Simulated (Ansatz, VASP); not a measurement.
# ZnS (Sphalerite): VASP beside Ansatz, part 2 of 2

Aim: how closely do two programs agree when they are given the same cell, functional and k mesh?

VASP 6.6.1 and Ansatz 0.2.0.

So far. Step 2 (VASP: band structure, HSE06): The k-mesh is coarse for exact exchange; levels may shift by about 0.1 eV on a finer one.

## Step 4: Differences

Known differences besides the potentials themselves: exact exchange at q = 0 is treated differently, which shows on coarse meshes; VASP keeps PBE cores, Ansatz makes them for the functional; the cutoff is 420 eV in Ansatz and 400 eV in VASP; VASP takes a coarser grid for exact exchange (PRECFOCK = Fast). Total energies have different zeros and are not compared.

Compared:

| quantity | Ansatz | VASP | difference |
| --- | --- | --- | --- |
| gap over the path points (eV) | 3.346 | 3.334 | +0.013 |

Levels at points of the path, from each program's valence-band top (eV; 4 filled, then empty):

| k (reciprocal lattice) | Ansatz | VASP |
| --- | --- | --- |
| 0.000 0.000 0.000 | -7.46 0.00 0.00 0.00 3.35 7.71 7.71 | -7.40 0.00 0.00 0.00 3.33 7.70 7.70 |
| 0.500 0.000 0.500 | -7.19 -4.97 -2.33 -2.33 4.41 5.29 12.54 | -7.13 -4.98 -2.34 -2.34 4.40 5.28 12.55 |
| 0.500 0.200 0.700 | -7.04 -4.82 -2.90 -2.79 6.40 7.17 9.75 | -6.97 -4.83 -2.90 -2.80 6.40 7.16 9.76 |
| 0.400 0.350 0.750 | -7.07 -4.86 -3.30 -1.97 5.38 7.31 10.54 | -7.00 -4.88 -3.31 -1.98 5.37 7.30 10.56 |
| 0.150 0.150 0.300 | -7.45 -2.62 -1.23 -0.31 5.37 7.42 8.38 | -7.38 -2.63 -1.23 -0.32 5.36 7.42 8.38 |
| 0.200 0.200 0.200 | -7.46 -2.27 -0.35 -0.35 4.64 7.83 8.25 | -7.40 -2.28 -0.35 -0.35 4.63 7.83 8.24 |
| 0.550 0.400 0.550 | -7.18 -5.35 -1.88 -1.18 5.50 7.50 8.91 | -7.12 -5.37 -1.88 -1.18 5.49 7.50 8.91 |
| 0.600 0.250 0.650 | -7.07 -4.86 -3.30 -1.97 5.38 7.31 10.54 | -7.00 -4.88 -3.31 -1.98 5.37 7.30 10.56 |
| 0.500 0.250 0.750 | -7.02 -4.80 -2.96 -2.84 6.80 7.56 9.24 | -6.96 -4.82 -2.96 -2.85 6.80 7.55 9.24 |
| 0.500 0.500 0.500 | -7.23 -5.57 -0.91 -0.91 4.57 8.20 8.20 | -7.17 -5.58 -0.91 -0.91 4.56 8.20 8.20 |

Among the levels compared at these points, filled levels agree within 63 meV and empty ones within 24 meV.

## Step 5: VASP: band structure, PBE0

The same path points are solved in both programs, so levels can be compared one by one.

The run reads the wave functions of an earlier VASP run, which isn't shown here.

INCAR reads:

```
SYSTEM = ZnS
PREC = Accurate
ENCUT = 400
EDIFF = 1E-06
NELM = 100
ISMEAR = 0
SIGMA = 0.02
LREAL = .FALSE.
ALGO = Normal
LHFCALC = .TRUE.
AEXX = 0.25
GGA = PE
LASPH = .TRUE.
NBANDS = 15
PRECFOCK = Fast
HFRCUT = -1
LORBIT = 11
LWAVE = .FALSE.
LCHARG = .FALSE.
KPAR = 4
```

POSCAR reads:

```
ZnS
1.0
    0.0000000000      2.7046500000      2.7046500000
    2.7046500000      0.0000000000      2.7046500000
    2.7046500000      2.7046500000      0.0000000000
Zn S
1 1
Direct
    0.0000000000      0.0000000000      0.0000000000
    0.2500000000      0.2500000000      0.2500000000
```

KPOINTS reads:

```
Automatic mesh
0
Gamma
5 5 5
0 0 0
```

KPOINTS_OPT reads:

```
Line mode
6
Line-mode
Reciprocal
  0.00000000   0.00000000   0.00000000 GAMMA
  0.50000000   0.00000000   0.50000000 X

  0.50000000   0.00000000   0.50000000 X
  0.50000000   0.25000000   0.75000000 W

  0.50000000   0.25000000   0.75000000 W
  0.37500000   0.37500000   0.75000000 K

  0.37500000   0.37500000   0.75000000 K
  0.00000000   0.00000000   0.00000000 GAMMA

  0.00000000   0.00000000   0.00000000 GAMMA
  0.50000000   0.50000000   0.50000000 L

  0.50000000   0.50000000   0.50000000 L
  0.62500000   0.25000000   0.62500000 U

  0.62500000   0.25000000   0.62500000 U
  0.50000000   0.25000000   0.75000000 W

  0.50000000   0.25000000   0.75000000 W
  0.50000000   0.50000000   0.50000000 L

  0.50000000   0.50000000   0.50000000 L
  0.37500000   0.37500000   0.75000000 K

  0.62500000   0.25000000   0.62500000 U
  0.50000000   0.00000000   0.50000000 X
```

The projector-augmented-wave data sets are Zn and S (PBE family, release 64).

The run is started by

```console
mpirun -np 4 vasp_std
```

Numbers of over 12 decimals in the logs are rounded to 6 here.

Log:

```text
[banner, memory and clock lines left out]
running    4 mpi-ranks, on    1 nodes
[...]
LDA part: xc-table for (Slater+PW92), standard interpolation
 found WAVECAR, reading the header
 POSCAR, INCAR and KPOINTS ok, starting setup
[...]
HFRCUT set to (new)   10.569673
 reading WAVECAR
 the WAVECAR file was read successfully
 initial charge from wavefunction
 entering main loop
       N       E                     dE             d eps       ncg     rms          rms(c)
DAV:   1    -0.893336410126E+01   -0.89334E+01   -0.48535E-01   434   0.260E+01    0.165E+00
DAV:   2    -0.891760934826E+01    0.15755E-01   -0.16093E-01   349   0.843E+00    0.714E-01
DAV:   3    -0.891854923908E+01   -0.93989E-03   -0.19249E-02   377   0.245E+00    0.451E-01
DAV:   4    -0.891857893185E+01   -0.29693E-04   -0.19590E-03   335   0.518E-01    0.268E-01
[...]
DAV:   8    -0.891849736992E+01    0.37206E-05   -0.11313E-06   234   0.974E-03    0.267E-02
DAV:   9    -0.891849571534E+01    0.16546E-05   -0.54845E-07   171   0.595E-03    0.131E-02
DAV:  10    -0.891849490908E+01    0.80626E-06   -0.15692E-07   171   0.402E-03
   1 F= -.89184949E+01 E0= -.89184949E+01  d E =-.415586E-34
 Start KPOINTS_OPT (optional k-point list driver)
k-point batch [1-10\60]
       N       E                     dE             ncg
DAV:   1     0.103330556355E+03   -0.40109E+04      300
DAV:   2    -0.922071460908E+03   -0.10254E+04      342
DAV:   3    -0.989485064218E+03   -0.67414E+02      370
DAV:   4    -0.990613167292E+03   -0.11281E+01      391
DAV:   5    -0.990625558096E+03   -0.12391E-01      412
DAV:   6    -0.990625765136E+03   -0.20704E-03      398
DAV:   7    -0.990625769878E+03   -0.47422E-05      391
DAV:   8    -0.990625769985E+03   -0.10656E-06      304
[...]
k-point batch [51-60\60]
       N       E                     dE             ncg
DAV:   1     0.614164789567E+02   -0.58660E+04      300
DAV:   2    -0.962616544201E+03   -0.10240E+04      328
DAV:   3    -0.102878753819E+04   -0.66171E+02      356
DAV:   4    -0.102992920019E+04   -0.11417E+01      384
DAV:   5    -0.102994151879E+04   -0.12319E-01      398
DAV:   6    -0.102994172071E+04   -0.20193E-03      391
DAV:   7    -0.102994172508E+04   -0.43615E-05      377
DAV:   8    -0.102994172517E+04   -0.96686E-07      297
```

OUTCAR, selected parts (step 5):

```text
 POSITION                                       TOTAL-FORCE (eV/Angst)
 -----------------------------------------------------------------------------------
      0.00000      0.00000      0.00000        -0.000000      0.000000     -0.000000
      1.35232      1.35232      1.35232         0.000000     -0.000000      0.000000
 -----------------------------------------------------------------------------------
    total drift:                                0.000133      0.000073      0.000065

  FREE ENERGIE OF THE ION-ELECTRON SYSTEM (eV)
  ---------------------------------------------------
  free  energy   TOTEN  =        -8.9184949091 eV

  energy  without entropy=       -8.9184949091  energy(sigma->0) =       -8.91849491

[... 2 parts as in an earlier step ...]

[... 1 further part left out ...]
[key lines of the parts left out:]
E-fermi :   1.1514
```

The k-mesh is coarse for unscreened exact exchange, which converges slowly with it.

## Step 6: Ansatz: band structure, PBE0

The same cell, functional, mesh and smearing now go to Ansatz, which takes its cutoff from its data sets.

input.yaml reads:

```yaml
crystal:
  lattice:
    - [0.0, 2.70465, 2.70465]
    - [2.70465, 0.0, 2.70465]
    - [2.70465, 2.70465, 0.0]
  atoms:
    - { symbol: Zn, position: [0.0, 0.0, 0.0] }
    - { symbol: S, position: [0.25, 0.25, 0.25] }
hamiltonian:
  xc: pbe0
  pseudopotentials: { kind: paw }
kpoints:
  mp_grid: { grid: [5, 5, 5] }
  band_path:
    path:
      - [0.0, 0.0, 0.0]
      - [0.5, 0.0, 0.5]
      - [0.5, 0.2, 0.7]
      - [0.4, 0.35, 0.75]
      - [0.15, 0.15, 0.3]
      - [0.2, 0.2, 0.2]
      - [0.55, 0.4, 0.55]
      - [0.6, 0.25, 0.65]
      - [0.5, 0.25, 0.75]
      - [0.5, 0.5, 0.5]
      - [0.375, 0.375, 0.75]
      - [0.5, 0.0, 0.5]
    npoints: 1
scf:
  occupations: { method: gaussian, width: 0.02 }
  n_extra_bands: 7
output:
  forces: true
  stress: true
  eigenvalues: true
```

The run is started by

```console
ansatz run input.yaml --threads 4 --pin off --max-ram 9216MiB --backend cpu --events-out ev --progress --plain --runs-dir out
```

Log:

```text
[...]
Crystal: 2 atoms, lattice volume = 39.570 Å³
Basis set: ecut = 420 eV, 749 PW (Γ), exchange–correlation on 54×54×54 points (8 copies of the dense FFT grid, shifted against one another)
Bands: 16, of which v1, the nominal top of the filled ones, is band 9 counted from 1 (8 counted from 0)
Symmetry: 24 space group operations
[...]
k-points: 10 of 125 (time reversal used)
[...]
--- Band table (eV; the first three rows and the last of 10) ---
  k-point 0: bands = [... 5 lower, -2.8638, 4.6458, 4.6458, 4.6458, 8.6469, 13.0642, 13.0642, 13.0642, ... 3 higher]
  k-point 1: bands = [... 5 lower, -2.8655, 2.3392, 4.2936, 4.2936, 9.9669, 13.1830, 13.6058, 13.6058, ... 3 higher]
  k-point 2: bands = [... 5 lower, -2.8397, -0.4251, 3.8033, 3.8033, 9.9601, 13.6299, 13.6299, 15.1923, ... 3 higher]
  k-point 9: bands = [... 5 lower, -2.5484, -0.1169, 1.6140, 2.4724, 11.9576, 12.4898, 13.8164, 16.6432, ... 3 higher]
[key lines of the parts left out:]
Free energy (F): -4223.662326 eV
Fermi energy:    6.646379 eV
P = ⅓ Tr σ = 0.5046 GPa (5.046 kbar)
```

Wall time 33 s (4 threads of Arm Neoverse N1, shared host); peak memory 0.75 GiB; 2 min of CPU time.

## Step 7: Side by side

Both answers:

| quantity | Ansatz | VASP | difference |
| --- | --- | --- | --- |
| gap over the path points (eV) | 4.001 | 3.998 | +0.003 |

Levels at points of the path, from each program's valence-band top (eV; 4 filled, then empty):

| k (reciprocal lattice) | Ansatz | VASP |
| --- | --- | --- |
| 0.000 0.000 0.000 | -7.51 0.00 0.00 0.00 4.00 8.42 8.42 | -7.44 0.00 0.00 0.00 4.00 8.42 8.42 |
| 0.500 0.000 0.500 | -7.24 -5.03 -2.35 -2.35 5.09 5.99 13.26 | -7.17 -5.03 -2.36 -2.36 5.09 5.98 13.27 |
| 0.500 0.200 0.700 | -7.08 -4.88 -2.94 -2.83 7.10 7.88 10.47 | -7.02 -4.88 -2.94 -2.84 7.10 7.88 10.49 |
| 0.400 0.350 0.750 | -7.11 -4.92 -3.35 -2.00 6.07 8.03 11.26 | -7.05 -4.93 -3.35 -2.00 6.06 8.02 11.29 |
| 0.150 0.150 0.300 | -7.49 -2.67 -1.24 -0.31 6.06 8.12 9.10 | -7.43 -2.66 -1.24 -0.31 6.05 8.12 9.10 |
| 0.200 0.200 0.200 | -7.51 -2.31 -0.35 -0.35 5.32 8.54 8.96 | -7.44 -2.30 -0.35 -0.35 5.32 8.54 8.96 |
| 0.550 0.400 0.550 | -7.23 -5.42 -1.90 -1.19 6.19 8.21 9.62 | -7.16 -5.42 -1.90 -1.19 6.18 8.21 9.63 |
| 0.600 0.250 0.650 | -7.11 -4.92 -3.35 -2.00 6.07 8.03 11.26 | -7.05 -4.93 -3.35 -2.00 6.06 8.02 11.29 |
| 0.500 0.250 0.750 | -7.07 -4.86 -3.00 -2.88 7.50 8.28 9.96 | -7.00 -4.86 -3.00 -2.89 7.51 8.27 9.97 |
| 0.500 0.500 0.500 | -7.28 -5.64 -0.92 -0.92 5.26 8.91 8.91 | -7.21 -5.64 -0.92 -0.92 5.25 8.92 8.92 |

Among the levels compared at these points, filled levels agree within 68 meV and empty ones within 31 meV.

## Step 8: Summary of results

```json
{
 "difference in gap over the path points (band structure, HSE06)": "0.013 eV",
 "difference in gap over the path points (band structure, PBE0)": "0.0027 eV"
}
```

What this shows: The difference in gap over the path points is 0.013 eV (band structure, HSE06), within the 0.08 eV picked in this series as the mark of a large difference. How closely two codes agree says nothing of how well the functional describes the real material.

[Lines on the potential files, build, host, timing and source positions are cut from VASP's logs without a mark.]

[Logs are printed without paths, hosts, clocks, repeated set-up lines and the standing remarks that a program may print on its own settings, such as how far it seeks lower states.]

[Hosts, paths, dates, database ids (printed as entryN), source tags and the programs' standing remarks are cut or masked in the printed files.]
